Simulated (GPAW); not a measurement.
# 1 ML Cr on Rh(001), 3 substrate layers: parallel, opposed and spinless runs

Does 1 ML Cr on Rh(001), 3 substrate layers prefer parallel or opposed moments, or none?

Calculated with GPAW 26.7.0; PBE; plane waves with GPAW's PAW setups, scalar-relativistic.

Report form: the programs' logs are mostly left out.

**1. The starting structure**

The cell holds 4 atoms: 3 Rh and 1 Cr. Cell: a = 2.684 Å, b = 2.684 Å, c = 19.605 Å, α = 90.0°, β = 90.0°, γ = 90.0°. pseudomorphic film on the substrate's lattice, hard-sphere layer spacings, unrelaxed, 14 A of vacuum. Vacuum lies along c.

As a file:

```
Rh Cr
1.0
     2.68397    0.00000    0.00000
     0.00000    2.68397    0.00000
     0.00000    0.00000   19.60483
Rh Cr
3 1
Direct
  0.00000 0.00000 0.35706
  0.50000 0.50000 0.45386
  0.00000 0.00000 0.55066
  0.50000 0.50000 0.64294
```

**2. Run 1 (ferro +)**

Parallel moments need no larger cell; this start tests for a ferromagnetic state only.

Contents of order1.py:

```python
import json
import numpy as np
from ase import Atoms
from ase.parallel import paropen, parprint
from gpaw import GPAW

atoms = Atoms(['Rh', 'Rh', 'Rh', 'Cr'],
    cell=[[2.683965, 0.0, 0.0],
         [0.0, 2.683965, 0.0],
         [0.0, 0.0, 19.604832]],
    scaled_positions=[[0.0, 0.0, 0.357055],
         [0.5, 0.5, 0.45386],
         [0.0, 0.0, 0.550665],
         [0.5, 0.5, 0.642945]],
    pbc=True,
    magmoms=[0.0, 0.0, 0.0, 2.5])
atoms.calc = GPAW(mode={'name': 'pw', 'ecut': 500},
    xc='PBE',
    kpts={'size': (12, 12, 1), 'gamma': True},
    occupations={'name': 'fermi-dirac', 'width': 0.05},
    convergence={'density': 1e-05, 'energy': 1e-05},
    maxiter=250,
    symmetry={'tolerance': 1e-4},
    txt='order1.txt')
e = atoms.get_potential_energy(force_consistent=True)
res = {'free_energy': e, 'energy_sigma0': atoms.get_potential_energy(), 'fermi_energy': atoms.calc.get_fermi_level()}
res['moments'] = atoms.get_magnetic_moments().tolist()
res['total'] = atoms.get_magnetic_moment()
parprint('site moments (muB):', np.round(res['moments'], 3))
parprint(f"total moment: {res['total']:.3f} muB")
parprint(f'free energy: {e:.6f} eV')
atoms.calc.write('order1.gpw')
with paropen('results.json', 'w') as f:
    json.dump(res, f)
```

Run with:

```sh
OMP_NUM_THREADS=1 mpirun -n 4 gpaw python order1.py > order1.log
```

Elapsed: 2.2 min, on 4 MPI ranks of Arm Neoverse V1, shared host; peak memory 1.1 GiB.

Spin moment in the augmentation sphere by atom:

```
atom  spin moment in the augmentation sphere (μB)
 Rh1                                         0.03
 Rh2                                        -0.14
 Rh3                                        -0.13
 Cr4                                         3.08
```

Numbers from this step:

| Property | Result |
| --- | --- |
| magnetization | 3.504 μB |
| final state | ferromagnetic |

After 48 cycles the largest moment stands at 3.08 μB.

**3. Run 2 (antiferro q=(0,1/2,0) +-)**

An opposed order shows whether the pairs that it reverses prefer unlike signs.

The cell is doubled to 8 atoms to hold this order. Its mesh is chosen so that both cells sample the same points.

Contents of order2.py:

```python
import json
import numpy as np
from ase import Atoms
from ase.parallel import paropen, parprint
from gpaw import GPAW

atoms = Atoms(['Rh', 'Rh', 'Rh', 'Rh', 'Rh', 'Rh', 'Cr', 'Cr'],
    cell=[[2.683965, 0.0, 0.0],
         [0.0, 5.36793, 0.0],
         [0.0, 0.0, 19.604832]],
    scaled_positions=[[0.0, 0.0, 0.357055],
         [0.0, 0.5, 0.357055],
         [0.5, 0.25, 0.45386],
         [0.5, 0.75, 0.45386],
         [0.0, 0.0, 0.550665],
         [0.0, 0.5, 0.550665],
         [0.5, 0.25, 0.642945],
         [0.5, 0.75, 0.642945]],
    pbc=True,
    magmoms=[0.0, 0.0, 0.0, 0.0, 0.0, 0.0, 2.5, -2.5])
atoms.calc = GPAW(mode={'name': 'pw', 'ecut': 500},
    xc='PBE',
    kpts={'size': (12, 6, 1), 'gamma': True},
    occupations={'name': 'fermi-dirac', 'width': 0.05},
    convergence={'density': 1e-05, 'energy': 1e-05},
    maxiter=250,
    symmetry={'tolerance': 1e-4},
    txt='order2.txt')
e = atoms.get_potential_energy(force_consistent=True)
res = {'free_energy': e, 'energy_sigma0': atoms.get_potential_energy(), 'fermi_energy': atoms.calc.get_fermi_level()}
res['moments'] = atoms.get_magnetic_moments().tolist()
res['total'] = atoms.get_magnetic_moment()
parprint('site moments (muB):', np.round(res['moments'], 3))
parprint(f"total moment: {res['total']:.3f} muB")
parprint(f'free energy: {e:.6f} eV')
atoms.calc.write('order2.gpw')
with paropen('results.json', 'w') as f:
    json.dump(res, f)
```

Run with:

```sh
OMP_NUM_THREADS=1 mpirun -n 4 gpaw python order2.py > order2.log
```

It took 11 min on 4 MPI ranks; peak memory 1.7 GiB; 44 min of CPU time.

Spin moment in the augmentation sphere by atom:

```csv
atom,spin moment in the augmentation sphere (μB)
Rh1,0.00
Rh2,0.00
Rh3,0.13
Rh4,-0.13
Rh5,0.00
Rh6,0.00
Cr7,2.93
Cr8,-2.93
```

Numbers from this step:

- magnetization: 0 μB
- final state: antiferromagnetic

It lies 255 meV a seeded atom under the first start, and its largest moment is 2.93 μB against 3.08 μB.

**4. Start 3: antiferro q=(1/2,1/2,0) +-**

Reversing part of the moments tests the sign of the couplings between them.

This order needs a doubled cell of 8 atoms. Its mesh is chosen so that both cells sample the same points.

Contents of order3.py:

```python
import json
import numpy as np
from ase import Atoms
from ase.parallel import paropen, parprint
from gpaw import GPAW

atoms = Atoms(['Rh', 'Rh', 'Rh', 'Rh', 'Rh', 'Rh', 'Cr', 'Cr'],
    cell=[[5.36793, 0.0, 0.0],
         [2.683965, 2.683965, 0.0],
         [0.0, 0.0, 19.604832]],
    scaled_positions=[[0.0, 0.0, 0.357055],
         [0.5, 0.0, 0.357055],
         [0.0, 0.5, 0.45386],
         [0.5, 0.5, 0.45386],
         [0.0, 0.0, 0.550665],
         [0.5, 0.0, 0.550665],
         [0.0, 0.5, 0.642945],
         [0.5, 0.5, 0.642945]],
    pbc=True,
    magmoms=[0.0, 0.0, 0.0, 0.0, 0.0, 0.0, 2.5, -2.5])
atoms.calc = GPAW(mode={'name': 'pw', 'ecut': 500},
    xc='PBE',
    kpts={'size': (6, 12, 1), 'gamma': True},
    occupations={'name': 'fermi-dirac', 'width': 0.05},
    convergence={'density': 1e-05, 'energy': 1e-05},
    maxiter=250,
    symmetry={'tolerance': 1e-4},
    txt='order3.txt')
e = atoms.get_potential_energy(force_consistent=True)
res = {'free_energy': e, 'energy_sigma0': atoms.get_potential_energy(), 'fermi_energy': atoms.calc.get_fermi_level()}
res['moments'] = atoms.get_magnetic_moments().tolist()
res['total'] = atoms.get_magnetic_moment()
parprint('site moments (muB):', np.round(res['moments'], 3))
parprint(f"total moment: {res['total']:.3f} muB")
parprint(f'free energy: {e:.6f} eV')
atoms.calc.write('order3.gpw')
with paropen('results.json', 'w') as f:
    json.dump(res, f)
```

Run with:

```sh
OMP_NUM_THREADS=1 mpirun -n 4 gpaw python order3.py > order3.log
```

Elapsed: 12 min, on 4 MPI ranks; peak memory 2.1 GiB; 49 min of CPU time.

Spin moment in the augmentation sphere by atom:

```
atom  spin moment in the augmentation sphere (μB)
 Rh1                                         0.00
 Rh2                                         0.00
 Rh3                                         0.10
 Rh4                                        -0.10
 Rh5                                         0.00
 Rh6                                         0.00
 Cr7                                         2.86
 Cr8                                        -2.86
```

Numbers from this step:

```
magnetization : 0 μB
final state   : antiferromagnetic
```

It lies 321 meV a seeded atom under the first start, and its largest moment is 2.86 μB against 3.08 μB.

**5. Start 4: no spin polarisation**

This run holds no moments, which gives a state to set the others against.

Contents of nospin.py:

```python
import json
import numpy as np
from ase import Atoms
from ase.parallel import paropen, parprint
from gpaw import GPAW

atoms = Atoms(['Rh', 'Rh', 'Rh', 'Cr'],
    cell=[[2.683965, 0.0, 0.0],
         [0.0, 2.683965, 0.0],
         [0.0, 0.0, 19.604832]],
    scaled_positions=[[0.0, 0.0, 0.357055],
         [0.5, 0.5, 0.45386],
         [0.0, 0.0, 0.550665],
         [0.5, 0.5, 0.642945]],
    pbc=True)
atoms.calc = GPAW(mode={'name': 'pw', 'ecut': 500},
    xc='PBE',
    kpts={'size': (12, 12, 1), 'gamma': True},
    occupations={'name': 'fermi-dirac', 'width': 0.05},
    convergence={'density': 1e-05, 'energy': 1e-05},
    maxiter=250,
    symmetry={'tolerance': 1e-4},
    txt='nospin.txt')
e = atoms.get_potential_energy(force_consistent=True)
res = {'free_energy': e, 'energy_sigma0': atoms.get_potential_energy(), 'fermi_energy': atoms.calc.get_fermi_level()}
parprint(f'free energy: {e:.6f} eV')
atoms.calc.write('nospin.gpw')
with paropen('results.json', 'w') as f:
    json.dump(res, f)
```

Run with:

```sh
OMP_NUM_THREADS=1 mpirun -n 4 gpaw python nospin.py > nospin.log
```

Run time: 35 s. Hardware: 4 MPI ranks; peak memory 0.91 GiB.

Read from the output:

```
final state : non-magnetic (no spin polarisation)
```

It lies 244 meV a seeded atom over the first start.

**6. The states side by side**

These are free energies at a smearing of 0.05 eV, so its entropy term is in the differences. They are divided by the number of seeded atoms, so that cells of unlike size compare. Wavevectors q in the names are fractions of the reciprocal vectors of the first run's cell.

Orders:

```csv
start,final state,typed order kept,energy over the lowest (meV a seeded atom),largest site moment (μB),net moment (μB a primitive cell),mesh matched,CPU time (s)
ferro +,ferromagnetic,yes,321.1,3.082,3.504,yes,535.5
"antiferro q=(0,1/2,0) +-",antiferromagnetic,yes,66.42,2.926,0,yes,2636
"antiferro q=(1/2,1/2,0) +-",antiferromagnetic,yes,0,2.865,0,yes,2918
no spin polarisation,non-magnetic,-,564.8,0,0,yes,140.2
```

**7. Summary of results**

| Quantity | Value |
| --- | --- |
| lowest state found | antiferromagnetic (typed antiferro q=(1/2,1/2,0) +-) |
| largest site moment | 2.86 μB |
| next state | antiferromagnetic, 66.4 meV a seeded atom higher |
| energy gained by spin polarisation | 565 meV a seeded atom |

What this shows: The lowest state found is antiferromagnetic, reached from the start antiferro q=(1/2,1/2,0) +-, with moments up to 2.86 μB. The next state costs 66 meV a seeded atom. This is the lowest of 4 finished starts, no proof of the ground state.

[Logs and program files are shortened in this print: banners, set-up blocks, solver, clock and traceback lines can be left out without a mark of their own.]

[Logs are printed without paths, hosts, clocks, repeated set-up lines and the standing remarks that a program may print on its own settings, such as how far it seeks lower states.]

[Hosts, paths, dates, database ids (printed as entryN), source tags and the programs' standing remarks are cut or masked in the printed files.]

[Where a cell is said to come from a database of computed structures, the database is the Materials Project.]
